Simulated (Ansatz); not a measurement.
# SnO2: molecular dynamics, part 1 of 2

Aim: heat the crystal hard, then cool it somewhat, and see whether it keeps its order. Runs: 100 steps of 0.75 fs at constant energy, with velocities drawn for 7000 K; 130 steps of 1 fs under a Langevin thermostat at 2100 K. The start is the crystal (P4_2/mnm), its volume scaled by 1.15.

Program: Ansatz 0.2.0. Level of theory: DFT PBE+D3(BJ), plane waves, PAW, scalar-relativistic, no spin polarisation. These are calculated values, not measurements.

### 1 Starting point

The cell holds 24 atoms (O16Sn8): a = 7.019 Å, b = 7.019 Å, c = 6.677 Å, α = 90.00°, β = 90.00°, γ = 90.00°.

Structure file:

```xyz
24
Lattice="-4.9633 -4.9633 0.0000 4.9633 -4.9633 0.0000 0.0000 0.0000 6.6767" Properties=species:S:1:pos:R:3 pbc="T T T"
Sn    0.0000   -4.9633    0.0000
Sn    2.4816   -2.4816    1.6692
O     1.5169   -3.4464    0.0000
O     0.9648   -0.9648    1.6692
O    -1.5169   -6.4801    0.0000
O     3.9985   -3.9985    1.6692
Sn    0.0000   -4.9633    3.3384
Sn    2.4816   -2.4816    5.0075
O     1.5169   -3.4464    3.3384
O     0.9648   -0.9648    5.0075
O    -1.5169   -6.4801    3.3384
O     3.9985   -3.9985    5.0075
Sn    0.0000    0.0000    0.0000
Sn   -2.4816   -2.4816    1.6692
O    -3.4464   -3.4464    0.0000
O     0.9648   -5.9280    1.6692
O    -1.5169   -1.5169    0.0000
O    -0.9648   -3.9985    1.6692
Sn    0.0000    0.0000    3.3384
Sn   -2.4816   -2.4816    5.0075
O    -3.4464   -3.4464    3.3384
O     0.9648   -5.9280    5.0075
O    -1.5169   -1.5169    3.3384
O    -0.9648   -3.9985    5.0075
```

### 2 Run 1

100 steps of 0.75 fs at constant energy, with velocities drawn for 7000 K.

File input.yaml:

```yaml
accuracy: low
crystal:
  lattice:
    - [-4.963272, -4.963272, 0.0]
    - [4.963272, -4.963272, 0.0]
    - [0.0, 0.0, 6.676716]
  atoms:
    - { symbol: Sn, position: [0.5, 0.5, 0.0] }
    - { symbol: Sn, position: [0.0, 0.5, 0.25] }
    - { symbol: O, position: [0.19438, 0.5, 0.0] }
    - { symbol: O, position: [0.0, 0.19438, 0.25] }
    - { symbol: O, position: [0.80562, 0.5, 0.0] }
    - { symbol: O, position: [0.0, 0.80562, 0.25] }
    - { symbol: Sn, position: [0.5, 0.5, 0.5] }
    - { symbol: Sn, position: [0.0, 0.5, 0.75] }
    - { symbol: O, position: [0.19438, 0.5, 0.5] }
    - { symbol: O, position: [0.0, 0.19438, 0.75] }
    - { symbol: O, position: [0.80562, 0.5, 0.5] }
    - { symbol: O, position: [0.0, 0.80562, 0.75] }
    - { symbol: Sn, position: [0.0, 0.0, 0.0] }
    - { symbol: Sn, position: [0.5, 0.0, 0.25] }
    - { symbol: O, position: [0.69438, 0.0, 0.0] }
    - { symbol: O, position: [0.5, 0.69438, 0.25] }
    - { symbol: O, position: [0.30562, 0.0, 0.0] }
    - { symbol: O, position: [0.5, 0.30562, 0.25] }
    - { symbol: Sn, position: [0.0, 0.0, 0.5] }
    - { symbol: Sn, position: [0.5, 0.0, 0.75] }
    - { symbol: O, position: [0.69438, 0.0, 0.5] }
    - { symbol: O, position: [0.5, 0.69438, 0.75] }
    - { symbol: O, position: [0.30562, 0.0, 0.5] }
    - { symbol: O, position: [0.5, 0.30562, 0.75] }
basis:
  ecutwfc: 420.0
kpoints:
  mp_grid: { grid: [3, 3, 3] }
hamiltonian:
  xc: pbe
  dispersion: d3bj
  pseudopotentials: { kind: paw, azcp: { folder: soft_1 } }
scf:
  occupations: { method: fermi_dirac, width: 0.3 }
  lower_state_search: "off"
md:
  timestep: 0.75
  n_steps: 100
  ensemble: nve
  temperature: 7000.0
  initial_velocities: maxwell_boltzmann
  seed: 173912
```

Started as:

```sh
$ ansatz run input.yaml --threads 4 --pin off --max-ram 10240MiB --backend cpu --events-out ev --progress --plain --runs-dir out
```

The program printed, shortened:

```text
Warning: md: disabling space-group detection — thermal motion breaks the input geometry's symmetry, so no spatial operation reduces the k-mesh or symmetrises the density; time reversal is kept, so that k and −k are solved as one point where they differ and the mesh holds both, and exact [...]
Warning: RAYON_NUM_THREADS=4 ignored (pool sized by the plan → 4); use --threads N
band count auto-derived: 137 (N_el = 208.0; filled up to band 104; 128 by the electrons, moments and atoms)
[...]
Pseudopotentials: kind: paw
Pseudopotential: Sn, paw, valence charge 14, recommended cutoff 420 eV (normal), <dir>
Pseudopotential: O, paw, valence charge 6, recommended cutoff 420 eV (normal), <dir>
Functional definition: PBE
[...]
Crystal: 24 atoms, lattice volume = 328.949 Å³
Basis set: ecut = 420 eV, 6419 PW (Γ), exchange–correlation on 96×96×90 points (8 copies of the dense FFT grid, shifted against one another)
Bands: 137, of which v1, the nominal top of the filled ones, is band 104 counted from 1 (103 counted from 0)
Symmetry: 1 space group operations
k-points: 14 of 27 (time reversal used)
[...]
SCF iter   1: F=—  HF=-57278.184930 eV  |F-HF|=—  |Δ(HF+E_count)|=         —  Δρ=6.52e-2  dr2=1.01e1  ethr=3.10e-3  ⟨swp⟩=5.9  Hψ=8415  notcnv=0  defer=4
[...]
md step     0: t =     0.00 fs  T =  7000.0 K  F+E_penalty+E_count = -57276.18526176 eV  E_kin = 20.810860 eV  conserved = -57255.37440193 eV  (8 SCF iters)
[...]
md step     6: t =     4.50 fs  T =  6506.6 K  F+E_penalty+E_count = -57274.71863160 eV  E_kin = 19.343999 eV  conserved = -57255.37463277 eV  (4 SCF iters)
[...]
md step    12: t =     9.00 fs  T =  5124.7 K  F+E_penalty+E_count = -57270.60603241 eV  E_kin = 15.235692 eV  conserved = -57255.37034019 eV  (4 SCF iters)
[...]
md step    18: t =    13.50 fs  T =  3742.4 K  F+E_penalty+E_count = -57266.49045542 eV  E_kin = 11.126136 eV  conserved = -57255.36431928 eV  (4 SCF iters)
[...]
md step    22: t =    16.50 fs  T =  3343.4 K  F+E_penalty+E_count = -57265.30634443 eV  E_kin = 9.939834 eV  conserved = -57255.36651023 eV  (4 SCF iters)
md step    23: t =    17.25 fs  T =  3302.9 K  F+E_penalty+E_count = -57265.18711557 eV  E_kin = 9.819581 eV  conserved = -57255.36753440 eV  (3 SCF iters)
```

### 3 The output, continued: dynamics from the start

Output, continued, shortened:

```text
md step    24: t =    18.00 fs  T =  3276.2 K  F+E_penalty+E_count = -57265.10872391 eV  E_kin = 9.740185 eV  conserved = -57255.36853875 eV  (3 SCF iters)
[...]
md step    43: t =    32.25 fs  T =  2172.6 K  F+E_penalty+E_count = -57261.82630911 eV  E_kin = 6.458984 eV  conserved = -57255.36732510 eV  (3 SCF iters)
[...]
md step    62: t =    46.50 fs  T =  2295.0 K  F+E_penalty+E_count = -57262.19115651 eV  E_kin = 6.822904 eV  conserved = -57255.36825264 eV  (4 SCF iters)
[...]
md step    81: t =    60.75 fs  T =  3056.1 K  F+E_penalty+E_count = -57264.45513816 eV  E_kin = 9.085608 eV  conserved = -57255.36953036 eV  (4 SCF iters)
[...]
md step    99: t =    74.25 fs  T =  3566.9 K  F+E_penalty+E_count = -57265.97436682 eV  E_kin = 10.604338 eV  conserved = -57255.37002888 eV  (3 SCF iters)
[...]
md step   100: t =    75.00 fs  T =  3607.3 K  F+E_penalty+E_count = -57266.09469534 eV  E_kin = 10.724471 eV  conserved = -57255.37022464 eV  (7 SCF iters)
SCF converged after 7 iterations
Free energy (F): -57266.094695 eV
[...]
E sigma→0 (E₀):  -57265.639945 eV
Entropy (-TS):   -0.909500 eV (-37.896 meV/atom)
Fermi energy:    8.696400 eV
[...]
--- Forces (eV/Å), atoms counted from 1 ---
  atom   1  Sn    -0.50839475     2.16116526    -0.63020138
  atom   2  Sn     0.00386661    -2.11601553     1.08914463
  atom   3  O     -1.21757419    -2.10141073     2.75387682
  atom   4  O     -0.88285316     2.15787862    -0.60325432
  atom   5  O      1.80133726     2.23969709     1.32930151
  atom   6  O     -0.78272663    -0.19595417    -3.54268623
  atom   7  Sn     0.02652405     0.59327226    -2.50112614
  atom   8  Sn     1.51991437    -1.03607092    -1.79401155
[...]
--- MD trajectory: 100 steps, t = 0.0 → 75.0 fs ---
  final state: T = 3607.3 K   F+E_penalty+E_count = -57266.09469534 eV   E_kin = 10.724471 eV
  conserved energy: peak-to-peak 1.048e-2 eV (4.367e-4 eV/atom) over 75.0 fs
```

Run time: 19 min. Hardware: 4 threads of AMD EPYC 7R43 (Zen 3), shared host; peak memory 1.7 GiB.

### 4 Frames and traces

The trajectory, every 6 steps (energies from step 0); msd is the mean square displacement from the start, the centre of mass held:

| time (fs) | T (K) | potential energy change (meV/atom) | total energy change (meV/atom) | msd O (Å²) | msd Sn (Å²) |
| --- | --- | --- | --- | --- | --- |
| 0.0 | 7000 | 0.0 | 0.00 | 0.000 | 0.000 |
| 4.5 | 6507 | 61.1 | -0.01 | 0.022 | 0.003 |
| 9.0 | 5125 | 232.5 | 0.17 | 0.079 | 0.010 |
| 13.5 | 3742 | 404.0 | 0.42 | 0.148 | 0.021 |
| 18.0 | 3276 | 461.5 | 0.24 | 0.210 | 0.035 |
| 22.5 | 3140 | 478.3 | 0.12 | 0.260 | 0.052 |
| 27.0 | 2725 | 529.7 | 0.18 | 0.302 | 0.070 |
| 31.5 | 2229 | 591.2 | 0.29 | 0.336 | 0.088 |
| 36.0 | 2048 | 613.7 | 0.26 | 0.360 | 0.103 |
| 40.5 | 2107 | 606.4 | 0.21 | 0.376 | 0.114 |
| 45.0 | 2226 | 591.7 | 0.24 | 0.383 | 0.122 |
| 49.5 | 2508 | 556.7 | 0.23 | 0.384 | 0.125 |
| 54.0 | 2891 | 509.2 | 0.14 | 0.382 | 0.126 |
| 58.5 | 3056 | 488.7 | 0.16 | 0.377 | 0.124 |
| 63.0 | 3052 | 489.3 | 0.24 | 0.367 | 0.123 |
| 67.5 | 3156 | 476.5 | 0.25 | 0.349 | 0.123 |
| 72.0 | 3425 | 443.1 | 0.21 | 0.324 | 0.125 |
| 75.0 | 3607 | 420.4 | 0.17 | 0.305 | 0.127 |

time (fs), T (K) and a bar:
```
      0.0       7000 ##############################
      3.0       6785 #############################
      6.8       5895 #######################
      9.8       4857 #################
     12.8       3916 ###########
     16.5       3343 ########
     19.5       3242 #######
     22.5       3140 #######
     26.2       2812 #####
     29.2       2456 ##
     32.2       2173 #
     36.0       2048 
     39.0       2077 
     42.8       2157 #
     45.8       2257 #
     48.8       2446 ##
     52.5       2774 ####
     55.5       2978 ######
     58.5       3056 ######
     62.2       3051 ######
     65.2       3079 ######
     68.2       3192 #######
     72.0       3425 ########
     75.0       3607 #########
```

Pair distribution over the second half of the run:

| r (Å) | g O–O | g Sn–O | g Sn–Sn |
| --- | --- | --- | --- |
| 0.68 | 0.00 | 0.00 | 0.00 |
| 0.84 | 0.00 | 0.00 | 0.00 |
| 1.00 | 0.00 | 0.00 | 0.00 |
| 1.16 | 0.00 | 0.00 | 0.00 |
| 1.32 | 0.00 | 0.00 | 0.00 |
| 1.48 | 0.00 | 0.00 | 0.00 |
| 1.64 | 0.00 | 0.00 | 0.00 |
| 1.80 | 0.00 | 0.65 | 0.00 |
| 1.96 | 0.00 | 3.29 | 0.00 |
| 2.12 | 0.11 | 4.19 | 0.00 |
| 2.28 | 0.36 | 2.65 | 0.00 |
| 2.44 | 0.99 | 1.03 | 0.00 |
| 2.60 | 1.35 | 0.59 | 0.00 |
| 2.76 | 1.70 | 0.34 | 0.13 |
| 2.92 | 2.13 | 0.49 | 0.58 |
| 3.08 | 2.24 | 0.44 | 0.79 |
| 3.24 | 1.71 | 0.22 | 1.53 |

First peaks of g(r) that rise above 1 (not always the tallest), and, where a minimum follows, the mean number of second-named atoms round a first-named one up to the next minimum:

| pair | peak (Å) | height | minimum (Å) | neighbours |
| --- | --- | --- | --- | --- |
| Sn–O | 2.04 | 4.4 | 2.76 | 5.8 |

### 5 Positions and forces

Positions (Å) and forces (eV/Å):

```xyz
24
Lattice="-4.963 -4.963 0.000 4.963 -4.963 0.000 0.000 0.000 6.677" Properties=species:S:1:pos:R:3:forces:R:3 pbc="T T T" time_fs=18.8 T=3258 dE=11.1305
Sn   -0.077   -5.071   -0.095   -0.563   -0.065    2.097
Sn    2.504   -2.511    1.808   -1.835    2.603   -2.441
O     1.112   -3.382   -0.230    0.724    0.247    0.607
O     1.076   -0.439    1.492    0.207   -2.130    2.500
O    -1.424   -6.712   -0.367    1.468    0.736    2.521
O     3.993   -3.549    1.450    2.827   -3.250    0.368
Sn    0.033   -5.047    3.558    0.515   -0.227   -2.406
Sn    2.363   -2.287    4.908    0.239   -3.331    1.490
O     1.310   -2.996    3.357   -1.424   -1.595   -0.370
O     1.226   -0.819    5.400    0.020    0.219   -4.052
O    -1.472   -6.584    3.400    0.049    0.017   -0.369
O     3.632   -4.657    5.197    1.546    2.249   -1.112
Sn    0.130    0.120   -0.108   -4.189    2.474    3.182
Sn   -2.529   -2.432    1.625   -0.932   -1.655    2.303
O    -3.484   -3.217   -0.322   -2.746   -2.058    3.401
O     0.737   -5.885    2.027    2.223   -1.262   -3.513
O    -1.724   -1.526    0.301    3.033    2.399   -3.875
O    -1.434   -4.439    1.500    1.780    0.884   -0.738
Sn    0.176    0.041    3.462   -1.659   -0.479   -1.254
Sn   -2.449   -2.671    4.932    2.535    3.195   -2.528
O    -3.119   -3.553    3.095   -1.927   -0.364    3.027
O     1.133   -6.023    5.002   -1.428    1.298    0.011
O    -1.475   -1.400    3.525    0.104   -1.444   -1.430
O    -1.203   -4.344    4.793   -0.567    1.542    2.582
24
Lattice="-4.963 -4.963 0.000 4.963 -4.963 0.000 0.000 0.000 6.677" Properties=species:S:1:pos:R:3:forces:R:3 pbc="T T T" time_fs=37.5 T=2055 dE=14.7074
Sn   -0.163   -5.175   -0.131    0.979    1.228    3.211
Sn    2.485   -2.477    1.874    0.243    0.230   -3.744
O     0.863   -3.267   -0.351    1.198    0.132    0.034
O     1.197   -0.340    1.715   -0.346   -2.975   -0.397
O    -1.187   -6.869   -0.351   -2.347   -1.275   -0.502
O     4.403   -3.672    1.408   -3.047    0.660    3.280
Sn    0.070   -5.131    3.699   -1.017    1.195   -6.007
Sn    2.260   -2.187    4.857    0.651   -4.136    3.760
O     0.909   -2.835    3.324    1.459   -1.247    0.110
O     1.370   -0.516    5.131   -1.003    0.338    0.464
O    -1.410   -6.690    3.403    0.469    0.066    0.226
O     3.582   -4.855    5.134    2.324    3.183   -1.782
Sn    0.148    0.261   -0.134   -3.672   -3.152    2.808
Sn   -2.591   -2.413    1.624    1.480   -0.051   -1.144
O    -3.774   -3.137   -0.107    4.171    2.950   -1.420
O     0.857   -6.009    1.843   -0.141    1.068    0.284
O    -1.475   -1.246    0.030   -0.859   -2.679    1.389
O    -1.565   -4.697    1.237    1.078    1.762    0.770
Sn    0.303    0.068    3.548   -4.638   -1.066   -3.374
Sn   -2.361   -2.770    4.810    0.590    4.614    3.900
O    -3.131   -3.674    3.321   -0.740    1.663   -1.653
O     1.090   -5.934    5.040    1.269   -1.056    1.276
O    -1.427   -1.552    3.430   -0.636   -1.120   -1.391
O    -1.420   -4.484    4.978    2.534   -0.334   -0.097
24
Lattice="-4.963 -4.963 0.000 4.963 -4.963 0.000 0.000 0.000 6.677" Properties=species:S:1:pos:R:3:forces:R:3 pbc="T T T" time_fs=56.2 T=3010 dE=11.8664
Sn   -0.217   -5.260   -0.081    2.813   -0.886    2.913
Sn    2.473   -2.433    1.840    0.323   -0.609   -1.806
O     0.865   -3.123   -0.447    1.121   -0.179    0.467
O     1.270   -0.812    1.913   -0.835    0.502   -0.742
O    -1.315   -7.190   -0.341   -0.406    0.834    1.299
O     4.337   -3.766    1.871   -0.657   -0.822   -1.413
Sn    0.094   -5.192    3.692    0.748    0.523   -3.482
Sn    2.175   -2.196    4.903   -0.142   -1.994    1.596
O     0.768   -2.957    3.299    2.451   -1.452    0.399
O     1.456   -0.253    5.073   -0.023   -1.966    2.089
O    -1.290   -6.783    3.434   -0.960    0.362    0.436
O     3.949   -4.446    4.763   -1.916    1.227    2.416
Sn    0.059    0.343   -0.075   -1.866   -0.278    1.375
Sn   -2.606   -2.398    1.597    1.848   -0.763   -0.958
O    -3.427   -2.687   -0.144   -1.646   -4.043   -0.829
O     0.958   -5.916    1.661   -1.023    1.499    1.236
O    -1.329   -1.413   -0.036    0.693    0.191    0.188
O    -1.513   -4.596    1.153   -0.605    1.269    1.867
Sn    0.295    0.073    3.522   -1.140   -0.899   -5.691
Sn   -2.253   -2.753    4.787    0.920    2.213    2.456
O    -3.308   -3.472    3.298   -0.542    0.735   -0.923
O     1.184   -5.945    5.208   -0.599    1.223   -1.968
O    -1.472   -1.899    3.083    1.435    1.634    1.826
O    -1.271   -4.574    5.121    0.009    1.679   -2.748
24
Lattice="-4.963 -4.963 0.000 4.963 -4.963 0.000 0.000 0.000 6.677" Properties=species:S:1:pos:R:3:forces:R:3 pbc="T T T" time_fs=75.0 T=3607 dE=10.0906
Sn   -0.211   -5.351    0.039   -0.508    2.161   -0.630
Sn    2.482   -2.421    1.754    0.004   -2.116    1.089
O     1.018   -3.071   -0.377   -1.218   -2.101    2.754
O     1.079   -1.114    1.965   -0.883    2.158   -0.603
O    -1.522   -7.363   -0.068    1.801    2.240    1.329
O     4.045   -3.962    2.062   -0.783   -0.196   -3.543
Sn    0.133   -5.235    3.577    0.026    0.593   -2.501
Sn    2.094   -2.263    4.986    1.520   -1.036   -1.794
O     1.113   -3.354    3.345    1.705    0.502   -0.179
O     1.553   -0.366    5.475   -1.578   -0.041   -1.326
O    -1.345   -6.783    3.530   -1.176    1.144   -0.990
O     4.125   -3.786    4.758    0.891   -2.692    1.486
Sn   -0.080    0.414    0.020   -0.530   -0.630   -1.382
Sn   -2.570   -2.400    1.532    2.378   -0.107   -0.961
O    -3.350   -2.922   -0.277   -2.075   -1.099    1.502
O     0.907   -5.581    1.702    1.201   -1.500   -0.215
O    -1.105   -1.601   -0.032   -0.829    1.019   -0.319
O    -1.509   -4.276    1.377    0.948   -1.100   -0.423
Sn    0.228    0.052    3.352   -0.357    0.625    1.662
Sn   -2.117   -2.663    4.831   -0.409    1.378   -0.161
O    -3.595   -3.130    3.097    0.365   -0.678    1.463
O     1.216   -5.788    5.101    0.178   -0.489    0.898
O    -1.264   -1.961    3.068    0.110    1.476    1.494
O    -1.057   -4.393    4.882   -0.784    0.489    1.351
```

Reading of run 1. The temperature starts at 7000 K and averages 2805 K in the second half, where it still rises, from 2055 to 3607 K. The total energy strays from its start by at most 0.42 meV/atom, 0.1 % of the mean kinetic energy, so a step of 0.75 fs is short enough over this time. Counted from the crystal's sites, with the common drift removed, the atoms stand 0.51 Å away over the last tenth of the run (root mean square), 24 % of the neighbour distance: near the range, 10 to 20 % and a little above, in which crystals usually melt.

### 6 Run 2

130 steps of 1 fs under a Langevin thermostat at 2100 K, starting from the last frame of an earlier run, with new velocities.

File input.yaml:

```yaml
accuracy: low
crystal:
  lattice:
    - [-4.963272, -4.963272, 0.0]
    - [4.963272, -4.963272, 0.0]
    - [0.0, 0.0, 6.676716]
  atoms:
    - { symbol: Sn, position: [0.56029481, 0.51778076, 0.00584856] }
    - { symbol: Sn, position: [-0.00608178, 0.49394319, 0.26264272] }
    - { symbol: O, position: [0.20680596, 0.41195387, -0.0564546] }
    - { symbol: O, position: [0.00353781, 0.22088825, 0.29437406] }
    - { symbol: O, position: [0.89502011, 0.58847192, -0.01016554] }
    - { symbol: O, position: [-0.00843955, 0.80664426, 0.30890834] }
    - { symbol: Sn, position: [0.51402348, 0.54080987, 0.5357895] }
    - { symbol: Sn, position: [0.01702881, 0.43883165, 0.74673901] }
    - { symbol: O, position: [0.22577699, 0.4500025, 0.50106552] }
    - { symbol: O, position: [-0.11962702, 0.19330123, 0.82000523] }
    - { symbol: O, position: [0.81881239, 0.54790694, 0.52863055] }
    - { symbol: O, position: [-0.03413298, 0.79696208, 0.71262118] }
    - { symbol: Sn, position: [-0.03362022, -0.04975833, 0.00297018] }
    - { symbol: Sn, position: [0.50064175, -0.01706201, 0.22951025] }
    - { symbol: O, position: [0.63184731, -0.04312328, -0.04154735] }
    - { symbol: O, position: [0.47086012, 0.65354181, 0.2548633] }
    - { symbol: O, position: [0.27259901, 0.04995844, -0.00476512] }
    - { symbol: O, position: [0.58268225, 0.27874483, 0.20625307] }
    - { symbol: Sn, position: [-0.02817998, 0.01768706, 0.50201556] }
    - { symbol: Sn, position: [0.48160013, 0.05504109, 0.72360292] }
    - { symbol: O, position: [0.67741551, -0.04684372, 0.46381934] }
    - { symbol: O, position: [0.46066403, 0.70560124, 0.76403703] }
    - { symbol: O, position: [0.32489984, 0.07016159, 0.45955187] }
    - { symbol: O, position: [0.54893321, 0.33605978, 0.73114394] }
basis:
  ecutwfc: 420.0
kpoints:
  mp_grid: { grid: [3, 3, 3] }
hamiltonian:
  xc: pbe
  dispersion: d3bj
  pseudopotentials: { kind: paw, azcp: { folder: soft_1 } }
scf:
  occupations: { method: fermi_dirac, width: 0.3 }
  lower_state_search: "off"
md:
  timestep: 1
  n_steps: 130
  ensemble: nvt_langevin
  temperature: 2100.0
  initial_velocities: maxwell_boltzmann
  seed: 601225
  friction: 0.02
```

Started as:

```sh
$ ansatz run input.yaml --threads 4 --pin off --max-ram 10240MiB --backend cpu --events-out ev --progress --plain --runs-dir out
```

The program printed, shortened:

```text
Warning: md: disabling space-group detection — thermal motion breaks the input geometry's symmetry, so no spatial operation reduces the k-mesh or symmetrises the density; time reversal is kept, so that k and −k are solved as one point where they differ and the mesh holds both, and exact [...]
Warning: RAYON_NUM_THREADS=4 ignored (pool sized by the plan → 4); use --threads N
band count auto-derived: 137 (N_el = 208.0; filled up to band 104; 128 by the electrons, moments and atoms)
[...]
[... 4 set-up lines as earlier in the session ...]
[...]
Crystal: 24 atoms, lattice volume = 328.949 Å³
Basis set: ecut = 420 eV, 6419 PW (Γ), exchange–correlation on 96×96×90 points (8 copies of the dense FFT grid, shifted against one another)
Bands: 137, of which v1, the nominal top of the filled ones, is band 104 counted from 1 (103 counted from 0)
[... 1 set-up line as earlier in the session ...]
k-points: 14 of 27 (time reversal used)
[...]
SCF iter   1: F=—  HF=-57268.459947 eV  |F-HF|=—  |Δ(HF+E_count)|=         —  Δρ=6.49e-2  dr2=1.10e1  ethr=3.10e-3  ⟨swp⟩=5.8  Hψ=7953  notcnv=0  defer=17
[...]
md step     0: t =     0.00 fs  T =  2012.5 K  F+E_penalty+E_count = -57266.09469512 eV  E_kin = 6.243258 eV  (10 SCF iters)
[...]
md step     9: t =     9.00 fs  T =  2101.9 K  F+E_penalty+E_count = -57266.07100496 eV  E_kin = 6.520647 eV  (6 SCF iters)
[...]
md step    18: t =    18.00 fs  T =  1622.1 K  F+E_penalty+E_count = -57266.32250149 eV  E_kin = 5.032283 eV  (6 SCF iters)
[...]
md step    27: t =    27.00 fs  T =  2043.6 K  F+E_penalty+E_count = -57267.42210826 eV  E_kin = 6.339739 eV  (6 SCF iters)
[...]
md step    35: t =    35.00 fs  T =  2366.7 K  F+E_penalty+E_count = -57268.19052403 eV  E_kin = 7.341976 eV  (6 SCF iters)
md step    36: t =    36.00 fs  T =  2436.0 K  F+E_penalty+E_count = -57268.27071938 eV  E_kin = 7.557149 eV  (6 SCF iters)
```

(Continued in part 2 of 2.)
